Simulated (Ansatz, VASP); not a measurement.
## Two plane-wave programs on Pb

```xyz
2
Lattice="3.6697 0.0000 0.0000 -1.8349 3.1781 0.0000 0.0000 0.0000 5.4988" Properties=species:S:1:pos:R:3 pbc="T T T"
Pb    1.8349    1.0594    1.3747
Pb    0.0000    2.1187    4.1241
```

Alike in both runs: functional PBE; dispersion D3(BJ); k mesh 12 × 12 × 7; occupations gaussian, width 0.1 eV; no spin polarisation.

Ansatz relaxed the structure, and its values are those at the end. VASP's run is a single point on that final structure, the one shown.

```csv
,VASP,Ansatz
version,VASP 6.6.1,Ansatz 0.2.0
potentials or method,"VASP PAW PBE potentials, release 64 (Pb_d)","scalar-relativistic, plane waves, PAW"
plane-wave cutoff (eV),520,420
valence electrons in the cell,28,28
```

|  | VASP | Ansatz | Ansatz less VASP |
| --- | --- | --- | --- |
| gap on the k mesh at the Fermi level (eV) | none | none | - |
| pressure (GPa) | -2.1 | -2.1 | +0.02 |

A gap of «none» marks a metal or a gap that the smearing closes.

Caveats: pairwise dispersion overbinds metals, which lowers pressure and volume. Spin-orbit coupling is left out, which matters for the levels of Pb.
